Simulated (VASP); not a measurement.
# BaTe in VASP: relaxing the cell with several functionals

Aim: the equilibrium cell of rocksalt BaTe with PBE, PBEsol and LDA. The results are then set beside those of Ansatz 0.2.0 from the same starts.

Program: VASP 6.6.1. PAW datasets, plane waves, zero pressure. (Simulation; spin polarisation is off.)

### 1 The structure to begin with

Space group Fm-3m (No. 225), cubic; a = 7.321 Å in the conventional setting, 49.05 Å³ an atom. Near Ba stand 6 Te at 3.66 Å; near Te stand 6 Ba at 3.66 Å.

The structure in full:

```xyz
2
Lattice="0.0000 3.6606 3.6606 3.6606 0.0000 3.6606 3.6606 3.6606 0.0000" Properties=species:S:1:pos:R:3 pbc="T T T"
Ba    0.0000    0.0000    0.0000
Te    3.6606    3.6606    3.6606
```

### 2 PBE: cell and atoms

INCAR

```
ENCUT = 600.000000
SIGMA = 0.020000
EDIFF = 1.00e-07
EDIFFG = -5.00e-03
GGA = PE
PREC = Accurate
IBRION = 2
ISIF = 3
ISMEAR = -1
NBANDS = 15
NELM = 120
NSW = 40
LASPH = .TRUE.
LCHARG = .FALSE.
LWAVE = .FALSE.
LREAL = .FALSE.
```

KPOINTS

```
KPOINTS created by Atomic Simulation Environment
0
Gamma
6 6 6
0 0 0
```

POSCAR

```
Ba Te
 1.0000000000000000
     0.0000000000000000    3.6605770000000000    3.6605770000000000
     3.6605770000000000    0.0000000000000000    3.6605770000000000
     3.6605770000000000    3.6605770000000000    0.0000000000000000
 Ba  Te
   1   1
Cartesian
  0.0000000000000000  0.0000000000000000  0.0000000000000000
  3.6605770000000000  3.6605770000000000  3.6605770000000000
```

Potentials: the recommended PBE PAW datasets, 16 valence electrons in the neutral cell.

On the command line:

```bash
$ mpirun -np 1 vasp_std
```

The first run moved the cell so far that it was started again from its end, on a fresh basis. The second run's POSCAR:

```
Ba Te
 1.0000000000000000
    -0.0000000000000000    3.5445990989095781    3.5445990989095781
     3.5445990989095781   -0.0000000000000000    3.5445990989095781
     3.5445990989095781    3.5445990989095781    0.0000000000000000
 Ba  Te
   1   1
Cartesian
  0.0000000000000000  0.0000000000000000  0.0000000000000000
  3.5445990989095781  3.5445990989095781  3.5445990989095781
```

The files below are the second run's.

Printed to the terminal (iteration lines stand in OSZICAR):

```text
POSCAR found type information on POSCAR BaTe
 POSCAR found :  2 types and       2 ions
 LDA part: xc-table for (Slater+PW92), standard interpolation
 POSCAR, INCAR and KPOINTS ok, starting setup
 FFT: planning ... GRIDC
 FFT: planning ... GRID_SOFT
 FFT: planning ... GRID
 WAVECAR not read
 WARNING: random wavefunctions but no delay for mixing, default for NELMDL
 entering main loop
 curvature:   0.00 expect dE= 0.000E+00 dE for cont linesearch  0.000E+00
 search vector abs. value=  0.218E-08
 reached required accuracy - stopping structural energy minimisation
```

OSZICAR:

```text
N       E                     dE             d eps       ncg     rms          rms(c)
DAV:   1     0.915691294342E+02    0.91569E+02   -0.67963E+03   480   0.991E+02
DAV:   2    -0.233854048373E+01   -0.93908E+02   -0.86387E+02   664   0.157E+02
DAV:   3    -0.859428669091E+01   -0.62557E+01   -0.62157E+01   660   0.446E+01
DAV:   4    -0.873535446835E+01   -0.14107E+00   -0.14101E+00   655   0.671E+00
DAV:   5    -0.873800806161E+01   -0.26536E-02   -0.26536E-02   685   0.757E-01    0.354E+00
DAV:   6    -0.861862380508E+01    0.11938E+00   -0.13841E-01   592   0.184E+00    0.232E+00
DAV:   7    -0.862137163367E+01   -0.27478E-02   -0.11341E-01   593   0.190E+00    0.837E-01
DAV:   8    -0.862878805003E+01   -0.74164E-02   -0.16065E-02   508   0.876E-01    0.199E-01
DAV:   9    -0.862916306004E+01   -0.37501E-03   -0.92764E-04   648   0.199E-01    0.682E-02
DAV:  10    -0.862940110126E+01   -0.23804E-03   -0.44414E-04   508   0.148E-01    0.243E-02
DAV:  11    -0.862941459140E+01   -0.13490E-04   -0.45399E-05   629   0.386E-02    0.241E-02
DAV:  12    -0.862941011596E+01    0.44754E-05   -0.13511E-05   543   0.185E-02    0.112E-02
DAV:  13    -0.862941103844E+01   -0.92247E-06   -0.93480E-07   557   0.551E-03    0.205E-03
DAV:  14    -0.862941116102E+01   -0.12258E-06   -0.11046E-08   394   0.670E-04    0.664E-04
DAV:  15    -0.862941126974E+01   -0.10873E-06   -0.17316E-08   380   0.840E-04    0.168E-04
DAV:  16    -0.862941125732E+01    0.12420E-07   -0.14156E-09   261   0.236E-04
   1 F= -.86294113E+01 E0= -.86294113E+01  d E =-.862941E+01
```

Parts of OUTCAR:

```text
k-points           NKPTS =     16   k-points in BZ     NKDIM =     16   number of bands    NBANDS=     15

   NELECT =      16.0000    total number of electrons

   dimension x,y,z NGX =    40 NGY =   40 NGZ =   40
   dimension x,y,z NGXF=    80 NGYF=   80 NGZF=   80

  energy-cutoff  :      600.00
  volume of cell :       89.07
      direct lattice vectors                 reciprocal lattice vectors
     0.000000000  3.544599099  3.544599099    -0.141059676  0.141059676  0.141059676
     3.544599099  0.000000000  3.544599099     0.141059676 -0.141059676  0.141059676
     3.544599099  3.544599099  0.000000000     0.141059676  0.141059676 -0.141059676

 k-points in reciprocal lattice and weights: KPOINTS created by Atomic Simulation Env
   0.00000000  0.00000000  0.00000000       0.005
   0.16666667  0.00000000  0.00000000       0.037
   0.33333333  0.00000000  0.00000000       0.037
   0.50000000  0.00000000  0.00000000       0.019
   0.16666667  0.16666667  0.00000000       0.028
   0.33333333  0.16666667  0.00000000       0.111
   0.50000000  0.16666667  0.00000000       0.111
  -0.33333333  0.16666667  0.00000000       0.111
[... 8 more k-points ...]

 E-fermi :   2.5159

 k-point     1 :       0.0000    0.0000    0.0000
  band No.  band energies     occupation
      1     -25.0780      2.00000
      2     -10.2211      2.00000
      3     -10.2211      2.00000
      4     -10.2211      2.00000
      5      -7.4158      2.00000
      6       2.0430      2.00000
      7       2.0430      2.00000
      8       2.0430      2.00000
      9       4.8088      0.00000
     10       4.9892      0.00000
     11       4.9892      0.00000
     12       4.9892      0.00000
     13       5.5667      0.00000
     14       5.5667      0.00000
     15       9.0241      0.00000

 k-point     2 :       0.1667    0.0000    0.0000
  band No.  band energies     occupation
      1     -25.0754      2.00000
      2     -10.3186      2.00000
      3     -10.2238      2.00000
      4     -10.2238      2.00000
      5      -7.2520      2.00000
      6       1.2749      2.00000
      7       1.6931      2.00000
      8       1.6931      2.00000
      9       5.0097      0.00000
     10       5.3106      0.00000
     11       5.3106      0.00000
     12       5.8804      0.00000
     13       6.2805      0.00000
     14       6.2805      0.00000
     15       9.8023      0.00000

 k-point     3 :       0.3333    0.0000    0.0000
  band No.  band energies     occupation
      1     -25.0701      2.00000
      2     -10.4909      2.00000
      3     -10.2292      2.00000
      4     -10.2292      2.00000
      5      -6.9369      2.00000
      6       0.2944      2.00000
      7       1.1885      2.00000
      8       1.1885      2.00000
      9       5.4260      0.00000
     10       6.1320      0.00000
     11       6.1320      0.00000
     12       7.2199      0.00000
     13       7.8365      0.00000
     14       7.8365      0.00000
     15       9.9165      0.00000

 k-point     4 :       0.5000    0.0000    0.0000
  band No.  band energies     occupation
      1     -25.0674      2.00000
      2     -10.5684      2.00000
      3     -10.2318      2.00000
      4     -10.2318      2.00000
      5      -6.7820      2.00000
      6      -0.0917      2.00000
      7       0.9882      2.00000
      8       0.9882      2.00000
      9       6.1815      0.00000
     10       6.7053      0.00000
     11       6.8476      0.00000
     12       6.8476      0.00000
     13       8.9036      0.00000
     14       8.9036      0.00000
     15       9.2586      0.00000

[... the tables of k-points 5 to 16 left out ...]

  Total        0.0001693      0.0001693      0.0001693      0.0000000      0.0000000     -0.0000000
  in kB        0.0030462      0.0030462      0.0030462      0.0000000      0.0000000     -0.0000000
  external PRESSURE =       0.0030462 kB  Pullay stress =       0.0000000 kB

 POSITION                                       TOTAL-FORCE (eV/Angst)
 -----------------------------------------------------------------------------------
      0.00000      0.00000      0.00000        -0.000000     -0.000000     -0.000000
      3.54460      3.54460      3.54460         0.000000      0.000000      0.000000
 -----------------------------------------------------------------------------------
    total drift:                                0.000000     -0.000000     -0.000000

  FREE ENERGIE OF THE ION-ELECTRON SYSTEM (eV)
  ---------------------------------------------------
  free  energy   TOTEN  =        -8.6294112573 eV

  energy  without entropy=       -8.6294112573  energy(sigma->0) =       -8.62941126
```

CONTCAR

```
Ba Te
   1.00000000000000
     0.0000000000000000    3.5445990989095781    3.5445990989095781
     3.5445990989095781    0.0000000000000000    3.5445990989095781
     3.5445990989095781    3.5445990989095781    0.0000000000000000
  Ba              Te
     1     1
Direct
     0.0000000000000000    0.0000000000000000    0.0000000000000000
     0.5000000000000000    0.5000000000000000    0.5000000000000000

  0.00000000E+00  0.00000000E+00  0.00000000E+00
  0.00000000E+00  0.00000000E+00  0.00000000E+00
```

Hardware: 1 MPI rank of Intel Xeon 6975P-C, shared host.

|  | before | after | change |
| --- | --- | --- | --- |
| a (Å) | 7.321 | 7.089 | -3.17 % |
| volume (Å³/atom) | 49.051 | 44.535 | -9.21 % |
| shortest distance (Å) | 3.661 | 3.545 | -3.17 % |
| space group | Fm-3m | Fm-3m | same |

### 3 Relaxation with PBEsol

This run has another start. The cell comes from an earlier relaxation with PBE in another program.

Changes to INCAR since step 2:

```diff
@@ -4,3 +4,3 @@
 EDIFFG = -5.00e-03
-GGA = PE
+GGA = PS
 PREC = Accurate
```

KPOINTS is that of step 2.

POSCAR

```
Ba Te
 1.0000000000000000
     0.0000000000000000    3.5323868449007647    3.5323868449007647
     3.5323868449007647    0.0000000000000000    3.5323868449007647
     3.5323868449007647    3.5323868449007647    0.0000000000000000
 Ba  Te
   1   1
Cartesian
 -0.0000000000000000 -0.0000000000000000 -0.0000000000000000
  3.5323868449007643  3.5323868449007643  3.5323868449007643
```

On the command line:

```bash
$ mpirun -np 1 vasp_std
```

The first run moved the cell so far that it was started again from its end, on a fresh basis. The second run's POSCAR:

```
Ba Te
 1.0000000000000000
     0.0000000000000000    3.4845287541634145    3.4845287541634145
     3.4845287541634145    0.0000000000000000    3.4845287541634145
     3.4845287541634145    3.4845287541634145    0.0000000000000000
 Ba  Te
   1   1
Cartesian
  0.0000000000000000  0.0000000000000000  0.0000000000000000
  3.4845287541634145  3.4845287541634145  3.4845287541634145
```

The files below are the second run's.

Standard output, without the iteration lines:

```text
POSCAR found type information on POSCAR BaTe
 POSCAR found :  2 types and       2 ions
 -----------------------------------------------------------------------------
|                                                                             |
|                                                                             |
|     You enforced a specific xc type in the INCAR file but a different       |
|     I HOPE YOU KNOW WHAT YOU ARE DOING!                                     |
|                                                                             |
 -----------------------------------------------------------------------------

 LDA part: xc-table for (Slater+PW92), standard interpolation
 POSCAR, INCAR and KPOINTS ok, starting setup
 FFT: planning ... GRIDC
 FFT: planning ... GRID_SOFT
 FFT: planning ... GRID
 WAVECAR not read
 WARNING: random wavefunctions but no delay for mixing, default for NELMDL
 entering main loop
 curvature:   0.00 expect dE= 0.000E+00 dE for cont linesearch  0.000E+00
 search vector abs. value=  0.779E-07
 reached required accuracy - stopping structural energy minimisation
```

OSZICAR:

```text
N       E                     dE             d eps       ncg     rms          rms(c)
DAV:   1     0.892676648197E+02    0.89268E+02   -0.68484E+03   480   0.100E+03
DAV:   2    -0.320165496287E+01   -0.92469E+02   -0.83823E+02   643   0.161E+02
DAV:   3    -0.912127725240E+01   -0.59196E+01   -0.58723E+01   642   0.443E+01
DAV:   4    -0.930673205622E+01   -0.18545E+00   -0.18540E+00   644   0.775E+00
DAV:   5    -0.930994392092E+01   -0.32119E-02   -0.32118E-02   682   0.854E-01    0.368E+00
DAV:   6    -0.919737316942E+01    0.11257E+00   -0.11234E-01   578   0.170E+00    0.240E+00
DAV:   7    -0.918881056608E+01    0.85626E-02   -0.87014E-02   585   0.158E+00    0.759E-01
DAV:   8    -0.919105681024E+01   -0.22462E-02   -0.11033E-02   522   0.616E-01    0.184E-01
DAV:   9    -0.919127711049E+01   -0.22030E-03   -0.70560E-04   599   0.167E-01    0.543E-02
DAV:  10    -0.919130796411E+01   -0.30854E-04   -0.17237E-04   550   0.832E-02    0.179E-02
DAV:  11    -0.919131722824E+01   -0.92641E-05   -0.30173E-05   592   0.301E-02    0.181E-02
DAV:  12    -0.919131388502E+01    0.33432E-05   -0.99660E-06   578   0.159E-02    0.105E-02
DAV:  13    -0.919131432472E+01   -0.43970E-06   -0.61903E-07   557   0.496E-03    0.858E-04
DAV:  14    -0.919131436917E+01   -0.44446E-07   -0.17462E-08   387   0.834E-04
   1 F= -.91913144E+01 E0= -.91913144E+01  d E =-.919131E+01
```

Parts of OUTCAR:

```text
k-points           NKPTS =     16   k-points in BZ     NKDIM =     16   number of bands    NBANDS=     15

   NELECT =      16.0000    total number of electrons

   dimension x,y,z NGX =    40 NGY =   40 NGZ =   40
   dimension x,y,z NGXF=    80 NGYF=   80 NGZF=   80

  energy-cutoff  :      600.00
  volume of cell :       84.62
      direct lattice vectors                 reciprocal lattice vectors
     0.000000000  3.484528754  3.484528754    -0.143491426  0.143491426  0.143491426
     3.484528754  0.000000000  3.484528754     0.143491426 -0.143491426  0.143491426
     3.484528754  3.484528754  0.000000000     0.143491426  0.143491426 -0.143491426

 k-points in reciprocal lattice and weights: KPOINTS created by Atomic Simulation Env
   0.00000000  0.00000000  0.00000000       0.005
   0.16666667  0.00000000  0.00000000       0.037
   0.33333333  0.00000000  0.00000000       0.037
   0.50000000  0.00000000  0.00000000       0.019
   0.16666667  0.16666667  0.00000000       0.028
   0.33333333  0.16666667  0.00000000       0.111
   0.50000000  0.16666667  0.00000000       0.111
  -0.33333333  0.16666667  0.00000000       0.111
[... 8 more k-points ...]

 E-fermi :   2.6376

 k-point     1 :       0.0000    0.0000    0.0000
  band No.  band energies     occupation
      1     -24.7098      2.00000
      2      -9.8513      2.00000
      3      -9.8513      2.00000
      4      -9.8513      2.00000
      5      -7.3708      2.00000
      6       2.2383      2.00000
      7       2.2383      2.00000
      8       2.2383      2.00000
      9       5.0427      0.00000
     10       5.0941      0.00000
     11       5.0941      0.00000
     12       5.0941      0.00000
     13       5.7537      0.00000
     14       5.7537      0.00000
     15       9.0745      0.00000

 k-point     2 :       0.1667    0.0000    0.0000
  band No.  band energies     occupation
      1     -24.7061      2.00000
      2      -9.9869      2.00000
      3      -9.8545      2.00000
      4      -9.8545      2.00000
      5      -7.1603      2.00000
      6       1.3967      2.00000
      7       1.8424      2.00000
      8       1.8424      2.00000
      9       5.1271      0.00000
     10       5.4392      0.00000
     11       5.4392      0.00000
     12       6.1676      0.00000
     13       6.5359      0.00000
     14       6.5359      0.00000
     15       9.9342      0.00000

 k-point     3 :       0.3333    0.0000    0.0000
  band No.  band energies     occupation
      1     -24.6989      2.00000
      2     -10.2149      2.00000
      3      -9.8607      2.00000
      4      -9.8607      2.00000
      5      -6.7691      2.00000
      6       0.3360      2.00000
      7       1.2857      2.00000
      8       1.2857      2.00000
      9       5.5542      0.00000
     10       6.3229      0.00000
     11       6.3229      0.00000
     12       7.5483      0.00000
     13       8.2160      0.00000
     14       8.2160      0.00000
     15      10.3147      0.00000

 k-point     4 :       0.5000    0.0000    0.0000
  band No.  band energies     occupation
      1     -24.6952      2.00000
      2     -10.3141      2.00000
      3      -9.8638      2.00000
      4      -9.8638      2.00000
      5      -6.5802      2.00000
      6      -0.0825      2.00000
      7       1.0672      2.00000
      8       1.0672      2.00000
      9       6.3299      0.00000
     10       6.9684      0.00000
     11       7.1156      0.00000
     12       7.1156      0.00000
     13       9.1569      0.00000
     14       9.1569      0.00000
     15       9.7881      0.00000

[... the tables of k-points 5 to 16 left out ...]

  Total        0.0010368      0.0010368      0.0010368      0.0000000     -0.0000000      0.0000000
  in kB        0.0196311      0.0196311      0.0196311      0.0000000     -0.0000000      0.0000000
  external PRESSURE =       0.0196311 kB  Pullay stress =       0.0000000 kB

 POSITION                                       TOTAL-FORCE (eV/Angst)
 -----------------------------------------------------------------------------------
      0.00000      0.00000      0.00000        -0.000000     -0.000000      0.000000
      3.48453      3.48453      3.48453         0.000000      0.000000     -0.000000
 -----------------------------------------------------------------------------------
    total drift:                                0.000000     -0.000000     -0.000000

  FREE ENERGIE OF THE ION-ELECTRON SYSTEM (eV)
  ---------------------------------------------------
  free  energy   TOTEN  =        -9.1913143692 eV

  energy  without entropy=       -9.1913143691  energy(sigma->0) =       -9.19131437
```

CONTCAR

```
Ba Te
   1.00000000000000
     0.0000000000000000    3.4845287541634145    3.4845287541634145
     3.4845287541634145    0.0000000000000000    3.4845287541634145
     3.4845287541634145    3.4845287541634145    0.0000000000000000
  Ba              Te
     1     1
Direct
     0.0000000000000000    0.0000000000000000    0.0000000000000000
     0.5000000000000000    0.5000000000000000    0.5000000000000000

  0.00000000E+00  0.00000000E+00  0.00000000E+00
  0.00000000E+00  0.00000000E+00  0.00000000E+00
```

Hardware: 1 MPI rank of Intel Xeon 6975P-C, shared host.

|  | before | after | change |
| --- | --- | --- | --- |
| a (Å) | 7.065 | 6.969 | -1.35 % |
| volume (Å³/atom) | 44.076 | 42.309 | -4.01 % |
| shortest distance (Å) | 3.532 | 3.485 | -1.35 % |
| space group | Fm-3m | Fm-3m | same |

(Part 1 of 2 ends here.)
